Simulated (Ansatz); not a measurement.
# Dielectric response of KBr (110) films, part 3 of 3

Aim: the electronic and static ε of rocksalt KBr (110) from films of three thicknesses in a field.

Ansatz 0.2.0; plane-wave DFT, PBEsol, Ansatz PAW (the session's first sound run).

So far. Step 17 (Single point on the relaxed film, 24 atoms, units 12): The gap is 3.89 eV, with the valence edge 5.62 eV and the conduction edge 1.74 eV under the upper vacuum level. Step 18 (Single point, 24 atoms, units 12, field 0.1 V/Å): The dipole is 0.296 e·Å, and the gap on the mesh 3.029 eV.

**19. Atoms held, 24 atoms, units 12, field -0.1 V/Å**

Input file input.yaml:

```yaml
crystal:
  lattice:
    - [4.66690476, 0.0, 0.0]
    - [0.0, 6.6, 0.0]
    - [0.0, 0.0, 43.6679761571]
  atoms:
    - { symbol: K, position: [0.5, 0.5, 0.2133784291] }
    - { symbol: Br, position: [0.5, 0.0, 0.2107462276] }
    - { symbol: K, position: [0.0, 0.0, 0.2611670825] }
    - { symbol: Br, position: [0.0, 0.5, 0.262668538] }
    - { symbol: K, position: [0.5, 0.5, 0.3161138372] }
    - { symbol: Br, position: [0.5, 0.0, 0.3153288035] }
    - { symbol: K, position: [0.0, 0.0, 0.3678772233] }
    - { symbol: Br, position: [0.0, 0.5, 0.3683461938] }
    - { symbol: K, position: [0.5, 0.5, 0.421095528] }
    - { symbol: Br, position: [0.5, 0.0, 0.4207962823] }
    - { symbol: K, position: [0.0, 0.0, 0.4735129734] }
    - { symbol: Br, position: [0.0, 0.5, 0.4737417561] }
    - { symbol: K, position: [0.5, 0.5, 0.5264870281] }
    - { symbol: Br, position: [0.5, 0.0, 0.5262582404] }
    - { symbol: K, position: [0.0, 0.0, 0.5789044726] }
    - { symbol: Br, position: [0.0, 0.5, 0.5792037163] }
    - { symbol: K, position: [0.5, 0.5, 0.6321227769] }
    - { symbol: Br, position: [0.5, 0.0, 0.6316538021] }
    - { symbol: K, position: [0.0, 0.0, 0.683886163] }
    - { symbol: Br, position: [0.0, 0.5, 0.6846711914] }
    - { symbol: K, position: [0.5, 0.5, 0.7388329212] }
    - { symbol: Br, position: [0.5, 0.0, 0.7373314617] }
    - { symbol: K, position: [0.0, 0.0, 0.7866215753] }
    - { symbol: Br, position: [0.0, 0.5, 0.789253776] }
kpoints:
  mp_grid: { grid: [6, 4, 1] }
hamiltonian:
  xc: pbesol
scf:
  occupations: { method: fixed }
  convergence: { dr2_threshold: 1.0e-10 }
efield:
  axis: 3
  dipole_correction: true
  ramp_position: 0.97
  ramp_width: 0.06
  amplitude: -0.1
output:
  write_potential: true
  write_density: true
  volumetric_format: npy
```

On the command line:

```bash
$ ansatz run input.yaml --threads 4 --pin off --max-ram 12288MiB --backend cpu --events-out ev --progress --plain --runs-dir out
```

Elapsed: 94 s, on 4 threads of Arm Neoverse V1, shared host; peak memory 4 GiB.

The dipole is -0.296 e·Å, and the gap on the mesh 3.029 eV.

**20. Response with the atoms held, 24 atoms, units 12**

This step: plane-wave DFT, PBEsol, Ansatz PAW; response to a field along the normal, atoms held (Ansatz 0.2.0).

Local field over the applied field, running mean. From the potentials at -0.1 and 0.1 V/Å; running mean over 2.333 Å, taken twice. Local field over applied field against z:

```
z (Å)  local field over applied field
    6                           0.967
    8                           0.657
   10                           0.361
   12                           0.386
   14                           0.384
   16                           0.383
   18                           0.384
   20                           0.384
   22                           0.384
   24                           0.384
   26                           0.384
   28                           0.383
   30                           0.386
   32                           0.380
   34                           0.378
   36                           0.732
   38                           0.982
```

The induced dipole is that of a conductor 17.40 Å thick.

**21. Field on, atoms free, 24 atoms, units 12, field 0.05 V/Å**

This step: plane-wave DFT, PBEsol, Ansatz PAW (Ansatz 0.2.0).

The same pair of relaxations in the field for this thickness.

Edit input.yaml of step 19 so:

```diff
@@ -42,3 +42,6 @@
   ramp_width: 0.06
-  amplitude: -0.1
+  amplitude: 0.05
+relax:
+  f_tol: 0.0006
+  max_steps: 70
 output:
```

Run time: 2.9 min. Hardware: 4 threads; peak memory 3.4 GiB.

The steps of the relaxation:

```
step  energy less that of the first step (eV)  largest force component (eV/Å)
   1                                   0.0000                          0.0237
   2                                  -0.0013                          0.0066
   3                                  -0.0013                          0.0006
```

Forces are held to the 4 operations that the run works with; a distortion that breaks them can't arise in this run.

The atoms that moved most (Å):

```
atom     dx     dy      dz  length
 Br2  0.000  0.000  -0.012   0.012
Br24  0.000  0.000  -0.011   0.011
 K23  0.000  0.000   0.011   0.011
  K1  0.000  0.000   0.011   0.011
  K5  0.000  0.000   0.008   0.008
 Br6  0.000  0.000  -0.008   0.008
Br20  0.000  0.000  -0.008   0.008
 K19  0.000  0.000   0.008   0.008
```

The relaxed structure:

```xyz
24
Lattice="4.6669 0.0000 0.0000 0.0000 6.6000 0.0000 0.0000 0.0000 43.6680" Properties=species:S:1:pos:R:3
K     2.3335    3.3000    9.3289
Br    2.3335    0.0000    9.1907
K     0.0000    0.0000   11.4033
Br    0.0000    3.3000   11.4717
K     2.3335    3.3000   13.8123
Br    2.3335    0.0000   13.7616
K     0.0000    0.0000   16.0668
Br    0.0000    3.3000   16.0827
K     2.3335    3.3000   18.3941
Br    2.3335    0.0000   18.3696
K     0.0000    0.0000   20.6813
Br    0.0000    3.3000   20.6834
K     2.3335    3.3000   22.9950
Br    2.3335    0.0000   22.9764
K     0.0000    0.0000   25.2851
Br    0.0000    3.3000   25.2872
K     2.3335    3.3000   27.6060
Br    2.3335    0.0000   27.5808
K     0.0000    0.0000   29.8716
Br    0.0000    3.3000   29.8904
K     2.3335    3.3000   32.2625
Br    2.3335    0.0000   32.1991
K     0.0000    0.0000   34.3614
Br    0.0000    3.3000   34.4539
```

The relaxation took 3 steps and lowered the energy by 0.0013 eV; the largest force on the free atoms ends at 5.7e-4 eV/Å.

The dipole is 0.202 e·Å, and the gap on the mesh 3.719 eV.

**22. Field on, atoms free, 24 atoms, units 12, field -0.05 V/Å**

Edit input.yaml of step 21 so:

```diff
@@ -42,3 +42,3 @@
   ramp_width: 0.06
-  amplitude: 0.05
+  amplitude: -0.05
 relax:
```

The job ended after 3.7 min (4 threads; peak memory 3.4 GiB).

The steps of the relaxation:

```
step  energy less that of the first step (eV)  largest force component (eV/Å)
   1                                   0.0000                          0.0237
   2                                  -0.0013                          0.0066
   3                                  -0.0010                          0.0258
   4                                  -0.0013                          0.0004
```

Relaxation step 3 was tried and not accepted.

The run keeps the 4 symmetry operations that it works with, so distortions that break them were not tested.

The atoms that moved most (Å):

```
atom     dx     dy      dz  length
Br24  0.000  0.000   0.012   0.012
  K1  0.000  0.000  -0.011   0.011
 Br2  0.000  0.000   0.011   0.011
 K23  0.000  0.000  -0.011   0.011
Br20  0.000  0.000   0.008   0.008
 K19  0.000  0.000  -0.008   0.008
 Br6  0.000  0.000   0.008   0.008
  K5  0.000  0.000  -0.008   0.008
```

The relaxed structure:

```xyz
24
Lattice="4.6669 0.0000 0.0000 0.0000 6.6000 0.0000 0.0000 0.0000 43.6680" Properties=species:S:1:pos:R:3
K     2.3335    3.3000    9.3067
Br    2.3335    0.0000    9.2139
K     0.0000    0.0000   11.4049
Br    0.0000    3.3000   11.4687
K     2.3335    3.3000   13.7965
Br    2.3335    0.0000   13.7775
K     0.0000    0.0000   16.0619
Br    0.0000    3.3000   16.0872
K     2.3335    3.3000   18.3829
Br    2.3335    0.0000   18.3807
K     0.0000    0.0000   20.6730
Br    0.0000    3.3000   20.6916
K     2.3335    3.3000   22.9866
Br    2.3335    0.0000   22.9846
K     0.0000    0.0000   25.2740
Br    0.0000    3.3000   25.2983
K     2.3335    3.3000   27.6011
Br    2.3335    0.0000   27.5854
K     0.0000    0.0000   29.8561
Br    0.0000    3.3000   29.9063
K     2.3335    3.3000   32.2645
Br    2.3335    0.0000   32.1965
K     0.0000    0.0000   34.3395
Br    0.0000    3.3000   34.4775
```

The relaxation took 4 steps and lowered the energy by 0.0013 eV; the largest force on the free atoms ends at 3.7e-4 eV/Å.

The dipole is -0.202 e·Å, and the gap on the mesh 3.719 eV.

**23. Response with the atoms relaxed, 24 atoms, units 12**

This step: plane-wave DFT, PBEsol, Ansatz PAW; response to a field along the normal, atoms relaxed (Ansatz 0.2.0).

Numbers from this step:

| Quantity | Value |
| --- | --- |
| equivalent conductor thickness p/(ε₀AE) | 23.69 Å |
| inner field over outer field | 0.1978 |
| local ε in the middle | 5.055 |

Local field over the applied field, running mean. From the potentials at -0.05 and 0.05 V/Å; running mean over 2.333 Å, taken twice. Local field over applied field against z:

z (Å), local field over applied field and a bar:
```
        5      0.992 ##############################
        6      0.918 ###########################
        7      0.665 ###################
        8      0.411 ###########
        9      0.304 ########
       10      0.069 
       11      0.102 #
       12      0.218 #####
       13      0.235 #####
       14      0.220 #####
       15      0.151 ###
       16      0.155 ###
       17      0.223 #####
       18      0.210 #####
       19      0.171 ###
       20      0.172 ###
       21      0.194 ####
       22      0.206 ####
       23      0.183 ####
       24      0.168 ###
       25      0.190 ####
       26      0.208 ####
       27      0.210 #####
       28      0.153 ###
       29      0.137 ##
       30      0.245 ######
       31      0.254 ######
       32      0.142 ##
       33      0.134 ##
       34      0.137 ##
       35      0.319 ########
       36      0.524 ###############
       37      0.732 #####################
       38      0.963 #############################
       39      0.997 ##############################
```

The induced dipole is that of a conductor 23.69 Å thick.

**24. Electronic ε from the series**

This step: plane-wave DFT, PBEsol, Ansatz PAW; permittivity from the thickness series, atoms held (Ansatz 0.2.0).

Each added layer adds t(1 − 1/ε) to the dipole term, so the slope against thickness gives ε without a choice of where the film ends.

This step gave:

| Property | Result |
| --- | --- |
| slope | 0.6156 |
| intercept of the fit | 1.847 Å |
| ε of the interior | 2.602 |

Table of equivalent conductor thickness by distance between the outer atoms:

```
distance between the outer atoms (Å)  equivalent conductor thickness (Å)
                                9.14                                7.47
                               16.06                                11.7
                               25.26                                17.4
```

By hand, from the thinnest and the thickest film: slope = (17.401 − 7.475) / (25.262 − 9.138) = 0.616, so ε = 1/(1 − 0.616) = 2.60.

**25. Static ε from the series**

This step: plane-wave DFT, PBEsol, Ansatz PAW; permittivity from the thickness series, atoms relaxed (Ansatz 0.2.0).

The same fit for the relaxed films. The nearer its slope lies to 1, the more ε hangs on small errors.

Numbers from this step:

| Property | Result |
| --- | --- |
| slope | 0.7965 |
| intercept of the fit | 3.566 Å |
| ε of the interior | 4.914 |

Equivalent conductor thickness against distance between the outer atoms:

```
distance between the outer atoms (Å)  equivalent conductor thickness (Å)
                                9.14                                10.8
                               25.26                                23.7
```

By hand, from the thinnest and the thickest film: slope = (23.688 − 10.843) / (25.264 − 9.137) = 0.796, so ε = 1/(1 − 0.796) = 4.91. One nm of such a film has the capacitance of 3.9/4.91 = 0.79 nm of SiO₂ (its equivalent oxide thickness).

**26. A changed input**

This step: plane-wave DFT, PBEsol, Ansatz PAW (Ansatz 0.2.0).

System of this step: KBr (110), 5 units. The cell holds 10 atoms: 5 K and 5 Br. Its edges and angles: a = 4.667 Å, b = 6.600 Å, c = 27.334 Å, α = 90.0°, β = 90.0°, γ = 90.0°. It derives from KBr (rocksalt KBr). Vacuum lies along c. The cell carries charge +1.

A run with a changed input: it repeats the earlier run at 0.1 V/Å, 5 units with total_charge to 1, scf.convergence.dr2_threshold from 1e-10 to 0.0001 and basis.ecutrho_ratio to 8.

Input file input.yaml:

```yaml
crystal:
  lattice:
    - [4.66690476, 0.0, 0.0]
    - [0.0, 6.6, 0.0]
    - [0.0, 0.0, 27.3338095117]
  atoms:
    - { symbol: K, position: [0.5, 0.5, 0.3365641113] }
    - { symbol: Br, position: [0.5, 0.0, 0.3328392487] }
    - { symbol: K, position: [0.0, 0.0, 0.4137159702] }
    - { symbol: Br, position: [0.0, 0.5, 0.4154258125] }
    - { symbol: K, position: [0.5, 0.5, 0.5000000026] }
    - { symbol: Br, position: [0.5, 0.0, 0.4999999984] }
    - { symbol: K, position: [0.0, 0.0, 0.5862840321] }
    - { symbol: Br, position: [0.0, 0.5, 0.5845741852] }
    - { symbol: K, position: [0.5, 0.5, 0.6634358913] }
    - { symbol: Br, position: [0.5, 0.0, 0.6671607476] }
kpoints:
  mp_grid: { grid: [6, 4, 1] }
hamiltonian:
  xc: pbesol
scf:
  occupations: { method: fixed }
  convergence: { dr2_threshold: 0.0001 }
efield:
  axis: 3
  dipole_correction: true
  ramp_position: 0.97
  ramp_width: 0.06
  amplitude: 0.1
output:
  write_potential: true
  write_density: true
  volumetric_format: npy
total_charge: 1
basis:
  ecutrho_ratio: 8
```

Wall time 0.03 s (4 threads); peak memory 0.032 GiB.

The input was rejected at the start.

The program's message: “Error: efield: with total_charge ≠ 0 without external_charges — the saw-weighted dipole of a charged cell depends on the ramp position (the isolated-slab reference a dipole correction restores does no …”

**27. The same run with other settings: hamiltonian.xc = "r2scan"**

This step: plane-wave DFT, PBEsol, Ansatz PAW, but for the change named below (Ansatz 0.2.0).

Another changed input: it repeats the earlier run at 0.1 V/Å, 5 units with hamiltonian.xc from pbesol to r2scan.

Edit input.yaml of step 26 so:

```diff
@@ -19,6 +19,6 @@
 hamiltonian:
-  xc: pbesol
+  xc: r2scan
 scf:
   occupations: { method: fixed }
-  convergence: { dr2_threshold: 0.0001 }
+  convergence: { dr2_threshold: 1.0e-10 }
 efield:
@@ -33,4 +33 @@
   volumetric_format: npy
-total_charge: 1
-basis:
-  ecutrho_ratio: 8
```

Elapsed: 42 s, on 4 threads; peak memory 2.7 GiB.

This step gave:

```yaml
gap_on_the_k_mesh: 4.324 eV
dipole_along_the_normal: 0.1227 e·Å
```

```
                     quantity  this run  earlier run  difference
dipole along the normal (e·Å)    0.1227       0.1272     -0.0045
       gap on the k-mesh (eV)     4.324        3.617        0.71
```

What moves beyond 0.01 in its unit (for the dipole 0.5 % and 5e-5 e·Å): gap on the k-mesh (+0.707 eV) and dipole along the normal (-0.00452 e·Å).

**28. Results**

```json
{
 "electronic ε from the thickness series": "2.60",
 "static ε from the thickness series": "4.91",
 "local electronic ε, middle of 12 units": "2.61"
}
```

**Reading.** The films give an electronic ε of 2.60 and a static ε of 4.91. The slope of the series and the field inside the thickest film give 2.60 and 2.61, in agreement. Ions raise ε from 2.60 to 4.91. The static value rests on two thicknesses alone. The in-plane lattice constants are held at typed bulk values. Semilocal functionals tend to overestimate the electronic ε a little.

[Logs are printed without paths, hosts, clocks, repeated set-up lines and the standing remarks that a program may print on its own settings, such as how far it seeks lower states.]

[Hosts, paths, dates, database ids (printed as entryN), source tags and the programs' standing remarks are cut or masked in the printed files.]

[Maps of the electrostatic potential energy from Ansatz leave out the sawtooth potential of an applied field or a dipole correction, so their vacuum need not be flat; planar profiles and work functions include it.]
